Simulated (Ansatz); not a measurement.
**Sn in Nb(100), 2x2: scattering by a point defect**

How strong a scatterer is Sn in Nb(100), 2x2, and does relaxation matter?

Method: Ansatz plane-wave DFT, PBE, PAW files; ballistic transport by layer matching (Landauer), zero bias; PAW set soft_1, in the first sound run; inputs show where later runs differ, in Ansatz 0.2.0.

Report form: the programs' logs are mostly left out.

## (1) The structure

The cell holds 72 atoms: 71 Nb and 1 Sn. Its edges and angles: a = 6.613 Å, b = 6.613 Å, c = 29.757 Å, α = 90.0°, β = 90.0°, γ = 90.0°. It derives from Nb. Regions: lead, 40 atoms (40 Nb); scattering region, 32 atoms (31 Nb and 1 Sn). The structure is stacked along c, and the current runs across the ab planes.

## (2) Transmission at ideal sites

The defect sits in one plane of the supercell, all atoms on ideal sites; the layers about the cell's end are the lead. The mesh across the current, 8×8, is finer than the density's, because channels open and close sharply across the zone. Energies from -0.1 to 0.1 eV in steps of 0.05 eV are too few for the program's thermal sum, so it prints no conductance; for a metal the transmission near the Fermi level serves, at a fraction of the cost.

input.yaml reads:

```yaml
crystal:
  lattice:
    - [6.6126, 0.0, 0.0]
    - [0.0, 6.6126, 0.0]
    - [0.0, 0.0, 29.7567]
  atoms:
    - { symbol: Nb, position: [0.0, 0.0, 0.0277777778] }
    - { symbol: Nb, position: [0.0, 0.5, 0.0277777778] }
    - { symbol: Nb, position: [0.5, 0.0, 0.0277777778] }
    - { symbol: Nb, position: [0.5, 0.5, 0.0277777778] }
    - { symbol: Nb, position: [0.25, 0.25, 0.0833333333] }
    - { symbol: Nb, position: [0.25, 0.75, 0.0833333333] }
    - { symbol: Nb, position: [0.75, 0.25, 0.0833333333] }
    - { symbol: Nb, position: [0.75, 0.75, 0.0833333333] }
[... 60 atom lines left out ...]
    - { symbol: Nb, position: [0.25, 0.25, 0.9722222222] }
    - { symbol: Nb, position: [0.25, 0.75, 0.9722222222] }
    - { symbol: Nb, position: [0.75, 0.25, 0.9722222222] }
    - { symbol: Nb, position: [0.75, 0.75, 0.9722222222] }
kpoints:
  mp_grid: { grid: [4, 4, 1] }
hamiltonian:
  xc: pbe
  pseudopotentials: { kind: paw, azcp: { folder: soft_1 } }
scf:
  occupations: { method: fermi_dirac, width: 0.1 }
output:
  transmission: { leads: [[0, 4]], kmesh: [8, 8], e_range: [-0.1, 0.1], de: 0.05 }
  write_potential: true
  write_density: true
  volumetric_format: npy
  elf: true
```

The run is started by

```
$ ansatz run input.yaml --threads 4 --pin off --max-ram 15360MiB --backend cpu --events-out ev --progress --plain --runs-dir out
```

Elapsed: 14 min, on 4 threads of Arm Neoverse V1, shared host; peak memory 10 GiB.

This run has no spin polarisation although its electron count is odd.

This step gave:

* free energy: -329240.6071 eV
* energy at zero smearing: -329238.9311 eV
* Fermi energy: 17.75 eV
* cell area: 43.73 Å²
* transmission per spin nearest the Fermi level: 7.236
* open channels per spin nearest the Fermi level: 10.61
* step of the lead's potential: 2.2 meV

Per spin. Transmission, zone mean against energy, zero at the Fermi level:

```
energy (eV)  transmission, zone mean
    -0.1000                     8.01
    -0.0500                     7.65
     0.0000                     7.24
     0.0500                     6.84
     0.1000                     6.64
```

Per spin. Table of open channels, zone mean, lead by energy, zero at the Fermi level:

```
energy (eV)  open channels, zone mean, lead
    -0.1000                            12.0
    -0.0500                            11.4
     0.0000                            10.6
     0.0500                            10.2
     0.1000                            9.92
```

Transmission over k1 and k2. At 0.0000 eV from the Fermi level.

Ten even steps from '0' (2.48) to '9' (9.40):
```
04689864
46789876
68878788
79987899
68878788
46789876
04689864
00467640
```
Columns: k1 (b1) from -0.5 to 0.375; rows upwards: k2 (b2) from -0.5 to 0.375.

Open channels over k1 and k2. At 0.0000 eV from the Fermi level.

Values, 8 rows by 8 columns:
```
 4.0  9.0  9.0 12.0 14.0 12.0  9.0  9.0
10.0  9.0 10.0 12.0 14.0 12.0 10.0  9.0
10.0 12.0 12.0 11.0 11.0 11.0 12.0 12.0
14.0 14.0 14.0 11.0 11.0 11.0 14.0 14.0
10.0 12.0 12.0 11.0 11.0 11.0 12.0 12.0
10.0  9.0 10.0 12.0 14.0 12.0 10.0  9.0
 4.0  9.0  9.0 12.0 14.0 12.0  9.0  9.0
 4.0  4.0 10.0 10.0 14.0 10.0 10.0  4.0
```
Columns: k1 (b1) from -0.5 to 0.375; rows upwards: k2 (b2) from -0.5 to 0.375.

ELF in the ca plane at fractional y = 0.250, with atoms of Nb and Sn within 0.2 Å of it. It is the smooth field of the valence electrons, not physical close to the nuclei.

Values, 10 rows by 16 columns, each cell a mean:
```
0.42 0.37 0.24 0.39 0.41 0.25 0.35 0.44 0.25 0.24 0.43 0.36 0.25 0.40 0.40 0.25
0.34 0.36 0.62 0.33 0.33 0.60 0.39 0.37 0.50 0.52 0.36 0.38 0.61 0.33 0.33 0.61
0.27 0.41 0.53 0.34 0.30 0.53 0.47 0.26 0.53 0.53 0.26 0.44 0.53 0.32 0.32 0.53
0.38 0.33 0.50 0.33 0.35 0.48 0.34 0.42 0.40 0.41 0.41 0.33 0.49 0.34 0.34 0.49
0.41 0.41 0.29 0.42 0.42 0.30 0.41 0.41 0.30 0.29 0.40 0.42 0.30 0.42 0.42 0.29
0.42 0.37 0.24 0.39 0.40 0.25 0.36 0.38 0.41 0.40 0.38 0.37 0.24 0.39 0.40 0.24
0.35 0.36 0.62 0.33 0.33 0.60 0.39 0.39 0.22 0.20 0.40 0.37 0.61 0.33 0.33 0.61
0.27 0.41 0.53 0.34 0.30 0.53 0.45 0.34 0.12 0.10 0.35 0.43 0.53 0.31 0.32 0.53
0.39 0.33 0.50 0.33 0.35 0.48 0.34 0.40 0.28 0.27 0.41 0.33 0.49 0.34 0.34 0.49
0.41 0.41 0.29 0.42 0.41 0.30 0.42 0.36 0.42 0.42 0.36 0.43 0.29 0.41 0.41 0.29
```
Columns run along c (16.0 Å, from fractional 0.23 to 0.77 of the cell), rows up along a (6.6 Å). Atoms in or near the plane, at fractional coordinates: Nb at (0.31, 0.25), Nb at (0.31, 0.75), Nb at (0.42, 0.25), Nb at (0.42, 0.75), Sn at (0.53, 0.25), Nb at (0.53, 0.75), Nb at (0.64, 0.25), Nb at (0.64, 0.75), Nb at (0.75, 0.25), Nb at (0.75, 0.75).

Valence density in the ca plane at fractional y = 0.250, with atoms of Nb and Sn within 0.2 Å of it. It is the smooth field of the valence electrons, not physical close to the nuclei.

Ten even steps from '0' (0 e/Å³) to '9' (10 e/Å³), each cell a mean:
```
00000000000000000000000000000000000000000000
00000000000000000000000000000000000000000000
00000122000000122000000122100000122100000122
00001344100001344200000344200000344200000244
00001444200001344200001344200000344300000344
00000233100000233100000233100000233100000133
00000010000000010000000010000000011000000011
00000000000000000000000000000000000000000000
00000000000000000000000000000000000000000000
00000000000000000000000000000000000000000000
00000000000000000000000000000000000000000000
00000122000000122000000122000000122100000122
00001344100001344200000487200000344200000244
00001444200001344200000598300000344300000344
00000233100000233100000254100000233100000133
00000010000000010000000010000000011000000011
00000000000000000000000000000000000000000000
00000000000000000000000000000000000000000000
```
Columns run along c (16.0 Å, from fractional 0.23 to 0.77 of the cell), rows up along a (6.6 Å). Atoms in or near the plane, at fractional coordinates: Nb at (0.31, 0.25), Nb at (0.31, 0.75), Nb at (0.42, 0.25), Nb at (0.42, 0.75), Sn at (0.53, 0.25), Nb at (0.53, 0.75), Nb at (0.64, 0.25), Nb at (0.64, 0.75), Nb at (0.75, 0.25), Nb at (0.75, 0.75).

Electrostatic potential energy in the ca plane at fractional y = 0.250, with atoms of Nb and Sn within 0.2 Å of it. With pseudopotentials it is smooth inside the atoms' cores, unlike the true potential.

Ten even steps from '0' (-54 eV) to '9' (20 eV), each cell a mean:
```
99999999999999999999999999999999999999999999
99999878999999878999999877899999877899999877
99997434799997534699998533689998533689998633
89985101489996200489996200379996200379997300
89985100489985100379996100379996200279996200
99996312589996312589997312489997411489997411
99998656899998756899998756799999756799999765
99999999999999999999999989999999999999999999
99999999999999999999999999999999999999999999
99999999999999999999999999999999999999999999
99999878999999878999999877899999877899999877
99997434799997534689998666689998533689998633
89985101489996200489996799679996200379997300
89985100489985100379996799679996200269996200
99996312589996312589997677689997412489997411
99998656899998756899998766799999756799999765
99999999999999999999999999999999999999999999
99999999999999999999999999999999999999999999
```
Columns run along c (16.0 Å, from fractional 0.23 to 0.77 of the cell; values clipped at the 3rd and 97th percentile), rows up along a (6.6 Å). Atoms in or near the plane, at fractional coordinates: Nb at (0.31, 0.25), Nb at (0.31, 0.75), Nb at (0.42, 0.25), Nb at (0.42, 0.75), Sn at (0.53, 0.25), Nb at (0.53, 0.75), Nb at (0.64, 0.25), Nb at (0.64, 0.75), Nb at (0.75, 0.25), Nb at (0.75, 0.75).

Over the solved energies the transmission per spin lies between 6.64 and 8.01, out of 10.8 channels of the lead on average (up to 12.0).

## (3) Resistance at ideal sites

This step: Ansatz plane-wave DFT, PBE, PAW files; ballistic transport by layer matching (Landauer), zero bias; area resistance of the defect plane and resistivity an atomic per cent; PAW set soft_1 (Ansatz 0.2.0).

Numbers from this step:

```
area resistance                                                                                 : 0.2534 fΩ m²
T over the leads' mean channel count                                                            : 0.6747
resistivity per at.% scaled from this dense plane, with the factor 3/4 for isotropic scattering : 4.599 µΩ cm
```

Averaged over the energies near the Fermi level, 67.5 % of the channels pass, which makes 0.253 fΩ m².

By hand, with T and the leads' channels N averaged over the energies near the Fermi level: RA = A (h/2e²)(1/T − 1/N) = 43.73×10⁻²⁰ m² × 12 906 Ω × (1/7.243 − 1/10.73) = 0.253 fΩ m². Per atomic per cent: RA × A / V_atom × 0.01 × 3/4 = 4.60 µΩ cm, with the host's V_atom = 18.07 Å³.

## (4) Relaxing the neighbours

The neighbours of the defect are let go while the lead's layers stay on their sites, since a lead must repeat to 0.01 Å.

This step: Ansatz plane-wave DFT, PBE, PAW files; relaxation with the lead's layers held; PAW set soft_1 (Ansatz 0.2.0).

input.yaml, as its differences from that of step 2:

```diff
@@ -85,7 +85,6 @@
   occupations: { method: fermi_dirac, width: 0.1 }
-output:
-  transmission: { leads: [[0, 4]], kmesh: [8, 8], e_range: [-0.1, 0.1], de: 0.05 }
-  write_potential: true
-  write_density: true
-  volumetric_format: npy
-  elf: true
+relax:
+  f_tol: 0.03
+  max_steps: 40
+  constraints:
+    - { sites: [0, 1, 2, 3, 4, 5, 6, 7, 8, 9, 10, 11, 12, 13, 14, 15, 16, 17, 18, 19, 52, 53, 54, 55, 56, 57, 58, 59, 60, 61, 62, 63, 64, 65, 66, 67, 68, 69, 70, 71] }
```

Run time: 16 min. Hardware: 4 threads; peak memory 9.1 GiB.

The steps of the relaxation:

```
step  energy less that of the first step (eV)  largest force component (eV/Å)
   1                                   0.0000                          0.5091
   2                                   0.6057                          1.0086
   3                                  -0.2699                          0.0537
   4                                  -0.2723                          0.0282
```

Relaxation step 2 was tried and not accepted.

The atoms that moved most (Å):

```
atom      dx      dy      dz  length
Nb32   0.000   0.000  -0.092   0.092
Nb48   0.000   0.000   0.084   0.084
Nb33  -0.044  -0.044  -0.037   0.072
Nb35   0.044  -0.044  -0.037   0.072
Nb34  -0.044   0.044  -0.037   0.072
Nb36   0.044   0.044  -0.037   0.072
Nb44   0.044   0.044   0.028   0.068
Nb43   0.044  -0.044   0.028   0.068
```

Numbers from this step:

| Item | Value |
| --- | --- |
| free energy | -329240.8797 eV |
| energy at zero smearing | -329239.2299 eV |

The largest force component on a free atom ends at 0.028 eV/Å, under the tolerance of 0.03, after 4 steps.

## (5) Transmission after relaxation, relaxed yes

The transmission is solved again on the relaxed atoms.

This step: Ansatz plane-wave DFT, PBE, PAW files; ballistic transport by layer matching (Landauer), zero bias; PAW set soft_1 (Ansatz 0.2.0).

input.yaml reads:

```yaml
crystal:
  lattice:
    - [6.6126, 0.0, 0.0]
    - [0.0, 6.6126, 0.0]
    - [0.0, 0.0, 29.7567]
  atoms:
    - { symbol: Nb, position: [0.0, 0.0, 0.0277777778] }
    - { symbol: Nb, position: [0.0, 0.5, 0.0277777778] }
    - { symbol: Nb, position: [0.5, 0.0, 0.0277777778] }
    - { symbol: Nb, position: [0.5, 0.5, 0.0277777778] }
    - { symbol: Nb, position: [0.25, 0.25, 0.0833333333] }
    - { symbol: Nb, position: [0.25, 0.75, 0.0833333333] }
    - { symbol: Nb, position: [0.75, 0.25, 0.0833333333] }
    - { symbol: Nb, position: [0.75, 0.75, 0.0833333333] }
[... 60 atom lines left out ...]
    - { symbol: Nb, position: [0.25, 0.25, 0.9722222222] }
    - { symbol: Nb, position: [0.25, 0.75, 0.9722222222] }
    - { symbol: Nb, position: [0.75, 0.25, 0.9722222222] }
    - { symbol: Nb, position: [0.75, 0.75, 0.9722222222] }
kpoints:
  mp_grid: { grid: [4, 4, 1] }
hamiltonian:
  xc: pbe
  pseudopotentials: { kind: paw, azcp: { folder: soft_1 } }
scf:
  occupations: { method: fermi_dirac, width: 0.1 }
output:
  transmission: { leads: [[0, 4]], kmesh: [8, 8], e_range: [-0.05, 0.05], de: 0.05 }
  write_potential: true
  write_density: true
  volumetric_format: npy
```

Run time: 15 min. Hardware: 4 threads; peak memory 9.3 GiB.

This step gave:

```
free energy                                   : -329240.8795 eV
energy at zero smearing                       : -329239.2297 eV
transmission per spin nearest the Fermi level : 6.727
step of the lead's potential                  : 2.4 meV
```

Per spin. Table of transmission, zone mean by energy, zero at the Fermi level:

```
energy (eV)  transmission, zone mean
    -0.0500                     7.11
     0.0000                     6.73
     0.0500                     6.48
```

Transmission over k1 and k2. At 0.0000 eV from the Fermi level.

Values, 8 rows by 8 columns:
```
2.13 4.59 6.17 7.92 8.89 7.92 6.17 4.59
4.61 6.17 6.64 7.90 8.87 7.90 6.64 6.17
5.93 7.92 7.90 7.80 8.00 7.80 7.90 7.92
7.56 8.89 8.87 8.00 7.56 8.00 8.87 8.89
5.93 7.92 7.90 7.80 8.00 7.80 7.90 7.92
4.61 6.17 6.64 7.90 8.87 7.90 6.64 6.17
2.13 4.59 6.17 7.92 8.89 7.92 6.17 4.59
2.13 2.13 4.61 5.93 7.56 5.93 4.61 2.13
```
Columns: k1 (b1) from -0.5 to 0.375; rows upwards: k2 (b2) from -0.5 to 0.375.

Over the solved energies the transmission per spin lies between 6.48 and 7.11, out of 10.7 channels of the lead on average (up to 11.4).

## (6) Resistance after relaxation

This step: Ansatz plane-wave DFT, PBE, PAW files; ballistic transport by layer matching (Landauer), zero bias; area resistance of the defect plane and resistivity an atomic per cent; PAW set soft_1 (Ansatz 0.2.0).

Numbers from this step:

```yaml
area_resistance: 0.3073 fΩ m²
t_over_the_leads_mean_channel_count: 0.6311
resistivity_per_at_scaled_from_this_dense_plane_with_the_factor_3_over_4_for_isotropic_scattering: 5.577 µΩ cm
```

Averaged over the energies near the Fermi level, 63.1 % of the channels pass, which makes 0.307 fΩ m², against 0.253 on ideal sites.

## (7) What came out

| Quantity | Value |
| --- | --- |
| share of channels that pass, rigid | 0.675 |
| area resistance, rigid | 0.253 fΩ m² |
| resistivity per at.% from the area resistance, times 3/4, rigid | 4.60 µΩ cm |
| share of channels that pass, relaxed | 0.631 |
| area resistance, relaxed | 0.307 fΩ m² |
| resistivity per at.% from the area resistance, times 3/4, relaxed | 5.58 µΩ cm |

**Reading.** The plane of defects adds 0.31 fΩ m². Scaled to one atomic per cent that is 7.4 µΩ cm as it stands and 5.6 with the factor 3/4 for isotropic scattering on a spherical Fermi surface; with the reflection in place of the resistance taken as linear in the density it would be 3.5. These are rough estimates of the dilute value, not bounds. One Sn in each 2x2 cell reflects 37 % of the lead's channels. The relaxed cell differs by 21 % in resistance; between the two runs the lead's own channel count goes from 10.7 to 10.7, so the change comes from the moved atoms. The defects form a dense periodic sheet that scatters coherently, unlike a dilute random alloy. T and N are means over the solved energies nearest the Fermi level.

[Logs are printed without paths, hosts, clocks, repeated set-up lines and the standing remarks that a program may print on its own settings, such as how far it seeks lower states.]

[Hosts, paths, dates, database ids (printed as entryN), source tags and the programs' standing remarks are cut or masked in the printed files.]
